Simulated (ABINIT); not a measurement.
# B (Pmmn) in ABINIT: convergence with k mesh

Aim: find how far k mesh must go before the results for B settle, at LDA. This setting moves, with any that are tied to it; all else stays.

All numbers are computed with ABINIT 10.8.3 (patched build); they aren't measurements. Logs are shortened: lines on timing, memory, paths and dates and some standing lists are left out, and cuts for length are marked. The log counts tension as positive stress, the text compression.

## 1. The structure

The structure is orthorhombic, space group Pmmn (No. 59). The conventional cell has a = 1.625 Å, b = 2.866 Å, c = 3.914 Å, α = 90.00°, β = 90.00°, γ = 90.00°. Around B (site symmetry mm2) lie 6 B at 1.62 to 1.86 Å.

The cell was built by a generator and needn't be a form met in nature.

## 2. With k mesh 3 × 2 × 1

Input file run.abi:

```
# Pseudopotentials
pp_dirpath "./"
pseudos "B.hgh"

# Structure
acell 3*1.0 Angstrom
rprim
     1.6245600000     0.0000000000     0.0000000000
     0.0000000000     2.8661500000     0.0000000000
     0.0000000000     0.0000000000     3.9144000000
ntypat 1
znucl 5
natom 2
typat 1 1
xred
     0.0000000000     0.5000000000     0.6092600000
     0.5000000000     0.0000000000     0.3907400000
chkprim 0
chksymtnons 0
tolsym 1.0e-6

# Plane-wave basis
ecut 870.764360 eV

# k points
kptopt 1
ngkpt 3 2 1
nshiftk 1
shiftk 0.0 0.0 0.0

# Exchange and correlation
ixc 7

# Bands and occupations
nband 7
occopt 3
tsmear 0.1 eV

# SCF cycle
nstep 100
tolvrs 1.0e-10

# Output
iomode 3
prtwf 0
prtden 0
prteig 0
prtebands 0
enunit 1
```

Potentials or basis: HGH LDA.

Launch:

```
$ abinit run.abi > log 2>&1
```

run.abo:

```text
.Version 10.8.3 of ABINIT
 Symmetries : space group Pm m n (# 59); Bravais oP (primitive ortho.)
================================================================================
 Values of the parameters that define the memory need of the present run
     intxc =       0    ionmov =       0      iscf =       7    lmnmax =       1
     lnmax =       1     mgfft =      40  mpssoang =       2    mqgrid =    3001
     natom =       2  nloc_mem =       1    nspden =       1   nspinor =       1
    nsppol =       1      nsym =       8    n1xccc =       0    ntypat =       1
    occopt =       3   xclevel =       1
       mpw =        1070          nfft =       19200          nkpt =           4
================================================================================
================================================================================

--------------------------------------------------------------------------------
------------- Echo of variables that govern the present computation ------------
--------------------------------------------------------------------------------
 -outvars: echo values of preprocessed input variables --------
            acell      1.8897261259E+00  1.8897261259E+00  1.8897261259E+00 Bohr
              amu      1.08110000E+01
          chkprim           0
      chksymtnons           0
             ecut      3.20000000E+01 Hartree
           enunit           1
              ixc           7
         kptrlatt        3    0    0      0    2    0      0    0    1
          kptrlen      7.39714395E+00
            natom           2
            nband           7
            ngfft          16      30      40
             nkpt           4
            nstep         100
             nsym           8
           ntypat           1
           occopt           3
           prtden           0
        prtebands           0
           prteig           0
            prtwf           0
            rprim      1.6245600000E+00  0.0000000000E+00  0.0000000000E+00
                       0.0000000000E+00  2.8661500000E+00  0.0000000000E+00
                       0.0000000000E+00  0.0000000000E+00  3.9144000000E+00
          spgroup          59
           tolsym      1.00000000E-06
           tolvrs      1.00000000E-10
           tsmear      3.67493222E-03 Hartree
            typat      1  1
           xangst      0.0000000000E+00  1.4330750000E+00  2.3848873440E+00
                       8.1228000000E-01  0.0000000000E+00  1.5295126560E+00
            xcart      0.0000000000E+00  2.7081192679E+00  4.5067839213E+00
                       1.5349867376E+00  0.0000000000E+00  2.8903600259E+00
             xred      0.0000000000E+00  5.0000000000E-01  6.0926000000E-01
                       5.0000000000E-01  0.0000000000E+00  3.9074000000E-01
            znucl        5.00000

================================================================================

 chkinp: Checking input parameters for consistency.

================================================================================
== DATASET  1 ==================================================================

[... 82 lines left out ...]
- [  5.0000E-01,   0.0000E+00,   3.9074E-01,  B]
cartesian_forces: # hartree/bohr
- [ -0.00000000E+00,  -0.00000000E+00,  -4.97399681E-02, ]
- [ -0.00000000E+00,  -0.00000000E+00,   4.97399681E-02, ]
force_length_stats: {min:   4.97399681E-02, max:   4.97399681E-02, mean:   4.97399681E-02, }
...

 Integrated electronic density in atomic spheres:
 ------------------------------------------------
 Atom  Sphere_radius  Integrated_density
    1        2.00000          2.93129374
    2        2.00000          2.93129374
================================================================================

 ----iterations are completed or convergence reached----

 Mean square residual over all n,k,spin=   17.645E-07; max=  49.405E-06
 reduced coordinates (array xred) for    2 atoms
       0.000000000000      0.500000000000      0.609260000000
       0.500000000000      0.000000000000      0.390740000000
 rms dE/dt=  2.1243E-01; max dE/dt=  3.6793E-01; dE/dt below (all hartree)
    1       0.000000000000      0.000000000000      0.367933704086
    2       0.000000000000      0.000000000000     -0.367933704086

 cartesian coordinates (angstrom) at end:
    1      0.00000000000000     1.43307500000000     2.38488734400000
    2      0.81228000000000     0.00000000000000     1.52951265600000

 cartesian forces (hartree/bohr) at end:
    1     -0.00000000000000    -0.00000000000000    -0.04973996811601
    2     -0.00000000000000    -0.00000000000000     0.04973996811601
 frms,max,avg= 2.8717384E-02 4.9739968E-02   0.000E+00  0.000E+00  0.000E+00 h/b

 cartesian forces (eV/Angstrom) at end:
    1     -0.00000000000000    -0.00000000000000    -2.55773199846640
    2     -0.00000000000000    -0.00000000000000     2.55773199846640
 frms,max,avg= 1.4767073E+00 2.5577320E+00   0.000E+00  0.000E+00  0.000E+00 e/A
 length scales=  1.889726125908  1.889726125908  1.889726125908 bohr
              =  1.000000000000  1.000000000000  1.000000000000 angstroms
 Fermi (or HOMO) energy (eV) =   8.54101   Average Vxc (eV)= -10.28239
 Eigenvalues (   eV  ) for nkpt=   4  k points:
 kpt#   1, nband=  7, wtk=  0.16667, kpt=  0.0000  0.0000  0.0000 (reduced coord)
  -8.47567    1.29954    2.24887    4.40668   10.54357   15.45770   18.20439
 prteigrs : prtvol=0 or 1, do not print more k-points.

--- !EnergyTerms
iteration_state     : {dtset: 1, }
comment             : Components of total free energy in Hartree
kinetic             :  4.39290906461833E+00
hartree             :  1.41459747431864E+00
xc                  : -2.17642519470517E+00
Ewald energy        : -4.89660355785719E+00
psp_core            : -5.11962373250300E-02
local_psp           : -4.74394129493733E+00
non_local_psp       :  4.75544606623453E-01
internal            : -5.58511513926430E+00
'-kT*entropy'       : -4.50835947352399E-04
total_energy        : -5.58556597521165E+00
total_energy_eV     : -1.51990993153894E+02
band_energy         :  1.10614659342439E-01
...

 Cartesian components of stress tensor (hartree/bohr^3)
  sigma(1 1)=  3.51921530E-04  sigma(3 2)=  0.00000000E+00
  sigma(2 2)= -1.10065120E-03  sigma(3 1)=  0.00000000E+00
  sigma(3 3)= -3.57522397E-04  sigma(2 1)=  0.00000000E+00

-Cartesian components of stress tensor (GPa)         [Pressure=  1.0849E+01 GPa]
- sigma(1 1)=  1.03538889E+01  sigma(3 2)=  0.00000000E+00
- sigma(2 2)= -3.23822763E+01  sigma(3 1)=  0.00000000E+00
- sigma(3 3)= -1.05186721E+01  sigma(2 1)=  0.00000000E+00

== END DATASET(S) ==============================================================
================================================================================

 -outvars: echo values of variables after computation  --------
            acell      1.8897261259E+00  1.8897261259E+00  1.8897261259E+00 Bohr
           etotal     -5.5855659752E+00
            fcart     -0.0000000000E+00 -0.0000000000E+00 -4.9739968116E-02
                      -0.0000000000E+00 -0.0000000000E+00  4.9739968116E-02
            rprim      1.6245600000E+00  0.0000000000E+00  0.0000000000E+00
                       0.0000000000E+00  2.8661500000E+00  0.0000000000E+00
                       0.0000000000E+00  0.0000000000E+00  3.9144000000E+00
           strten      3.5192153010E-04 -1.1006512007E-03 -3.5752239724E-04
                       0.0000000000E+00  0.0000000000E+00  0.0000000000E+00
           xangst      0.0000000000E+00  1.4330750000E+00  2.3848873440E+00
                       8.1228000000E-01  0.0000000000E+00  1.5295126560E+00
             xred      0.0000000000E+00  5.0000000000E-01  6.0926000000E-01
                       5.0000000000E-01  0.0000000000E+00  3.9074000000E-01
 Calculation completed.
```

Wall time 1.4 s (1 thread of AMD EPYC, shared host); peak memory 0.07 GiB.

What came out:

| Property | Result |
| --- | --- |
| Free energy | -151.9910 eV |
| Pressure | 10.8 GPa |
| Largest force | 2.558 eV/Å |
| Band gap on the k mesh | none (metal or under the smearing width) |
| Valence electrons inside the program's atomic spheres | B 2.93 (radii [1.0584] Å) |

## 3. With k mesh 5 × 3 × 2

Edit run.abi of step 2 so:

```diff
@@ -26,3 +26,3 @@
 kptopt 1
-ngkpt 3 2 1
+ngkpt 5 3 2
 nshiftk 1
```

Potentials or basis: HGH LDA.

Launch:

```
$ abinit run.abi > log 2>&1
```

It took 2.8 s on 1 thread of AMD EPYC, shared host; peak memory 0.07 GiB.

The run converged. Its results:

- Free energy: -153.8946 eV
- Pressure: -8.1 GPa
- Largest force: 0.590 eV/Å
- Band gap on the k mesh: none (metal or under the smearing width)
- Valence electrons inside the program's atomic spheres: B 2.88 (radii [1.0584] Å)

## 4. With k mesh 7 × 4 × 3

Edit run.abi of step 3 so:

```diff
@@ -26,3 +26,3 @@
 kptopt 1
-ngkpt 5 3 2
+ngkpt 7 4 3
 nshiftk 1
```

Launch:

```
$ abinit run.abi > log 2>&1
```

It took 5.2 s on 1 thread of AMD EPYC, shared host; peak memory 0.07 GiB.

Results (log left out):

- Free energy: -154.0810 eV
- Pressure: -9.0 GPa
- Largest force: 0.488 eV/Å
- Band gap on the k mesh: none (metal or under the smearing width)
- Valence electrons inside the program's atomic spheres: B 2.88 (radii [1.0584] Å)

## 5. With k mesh 10 × 5 × 4

Edit run.abi of step 4 so:

```diff
@@ -26,3 +26,3 @@
 kptopt 1
-ngkpt 7 4 3
+ngkpt 10 5 4
 nshiftk 1
```

Launch:

```
$ abinit run.abi > log 2>&1
```

It took 12 s on 1 thread of AMD EPYC, shared host; peak memory 0.07 GiB.

The run converged. Its results:

```
Free energy                                           : -154.0752 eV
Pressure                                              : -8.2 GPa
Largest force                                         : 0.352 eV/Å
Band gap on the k mesh                                : none (metal or under the smearing width)
Valence electrons inside the program's atomic spheres : B 2.89 (radii [1.0584] Å)
```

## 6. With k mesh 12 × 7 × 5

Edit run.abi of step 5 so:

```diff
@@ -26,3 +26,3 @@
 kptopt 1
-ngkpt 10 5 4
+ngkpt 12 7 5
 nshiftk 1
```

Potentials or basis: HGH LDA.

Launch:

```
$ abinit run.abi > log 2>&1
```

Wall time 20 s (1 thread of AMD EPYC, shared host); peak memory 0.07 GiB.

Results (log left out):

```yaml
Free_energy: -154.0820 eV
Pressure: -8.7 GPa
Largest_force: 0.280 eV/Å
Band_gap_on_the_k_mesh: none (metal or under the smearing width)
Valence_electrons_inside_the_program's_atomic_spheres: B 2.88 (radii [1.0584] Å)
```

## 7. With k mesh 14 × 8 × 6

Edit run.abi of step 6 so:

```diff
@@ -26,3 +26,3 @@
 kptopt 1
-ngkpt 12 7 5
+ngkpt 14 8 6
 nshiftk 1
```

Launch:

```
$ abinit run.abi > log 2>&1
```

Wall time 32 s (1 thread of AMD EPYC, shared host); peak memory 0.07 GiB.

It converged, with:

```yaml
Free_energy: -154.0693 eV
Pressure: -8.4 GPa
Largest_force: 0.181 eV/Å
Band_gap_on_the_k_mesh: none (metal or under the smearing width)
Valence_electrons_inside_the_program's_atomic_spheres: B 2.88 (radii [1.0584] Å)
```

## 8. With k mesh 17 × 9 × 7

Edit run.abi of step 7 so:

```diff
@@ -26,3 +26,3 @@
 kptopt 1
-ngkpt 14 8 6
+ngkpt 17 9 7
 nshiftk 1
```

Launch:

```
$ abinit run.abi > log 2>&1
```

Run time: 42 s. Hardware: 1 thread of AMD EPYC, shared host; peak memory 0.08 GiB.

It converged, with:

| Item | Value |
| --- | --- |
| Free energy | -154.0767 eV |
| Pressure | -8.4 GPa |
| Largest force | 0.232 eV/Å |
| Band gap on the k mesh | none (metal or under the smearing width) |
| Valence electrons inside the program's atomic spheres | B 2.88 (radii [1.0584] Å) |

## 9. With k mesh 20 × 11 × 9

Edit run.abi of step 8 so:

```diff
@@ -26,3 +26,3 @@
 kptopt 1
-ngkpt 17 9 7
+ngkpt 20 11 9
 nshiftk 1
```

Potentials or basis: HGH LDA.

Launch:

```
$ abinit run.abi > log 2>&1
```

Wall time 71 s (1 thread of AMD EPYC, shared host); peak memory 0.1 GiB.

Results (log left out):

* Free energy: -154.0809 eV
* Pressure: -8.5 GPa
* Largest force: 0.227 eV/Å
* Band gap on the k mesh: none (metal or under the smearing width)
* Valence electrons inside the program's atomic spheres: B 2.88 (radii [1.0584] Å)

## 10. With k mesh 24 × 14 × 10

Edit run.abi of step 9 so:

```diff
@@ -26,3 +26,3 @@
 kptopt 1
-ngkpt 20 11 9
+ngkpt 24 14 10
 nshiftk 1
```

Launch:

```
$ abinit run.abi > log 2>&1
```

Run time: 2.1 min. Hardware: 1 thread of AMD EPYC, shared host; peak memory 0.13 GiB.

The run converged. Its results:

```yaml
Free_energy: -154.0791 eV
Pressure: -8.4 GPa
Largest_force: 0.214 eV/Å
Band_gap_on_the_k_mesh: none (metal or under the smearing width)
Valence_electrons_inside_the_program's_atomic_spheres: B 2.88 (radii [1.0584] Å)
```

## 11. The series at a glance

```tsv
k mesh	energy less the tightest run, at zero smearing (meV/atom)	pressure (GPa)	largest force (eV/Å)	SCF cycles	CPU time (s)	peak memory (GiB)
3 × 2 × 1	1044.09	10.85	2.558	9	1.4	0.07
5 × 3 × 2	98.67	-8.08	0.590	8	2.8	0.07
7 × 4 × 3	-1.90	-8.97	0.488	8	5.2	0.07
10 × 5 × 4	3.05	-8.23	0.352	9	12	0.07
12 × 7 × 5	-1.88	-8.72	0.280	8	20	0.07
14 × 8 × 6	5.54	-8.39	0.181	8	32	0.07
17 × 9 × 7	1.55	-8.37	0.232	8	42	0.08
20 × 11 × 9	-1.21	-8.47	0.227	7	71	0.1
24 × 14 × 10	0.00	-8.41	0.214	8	130	0.13
```

Against the tightest run, the pressure stays within 0.1 GPa from 14 × 8 × 6 on. Not settled before the last step: the energy (to 1 meV/atom), the largest force (to 0.005 eV/Å). Meshes of other sizes hit other points, so gaps and Fermi surfaces needn't settle smoothly. The tightest run that finished is the yardstick and may itself not be fully converged.

Caveats: HGH potentials are hard and often keep d shells in the core, so these values are rough.
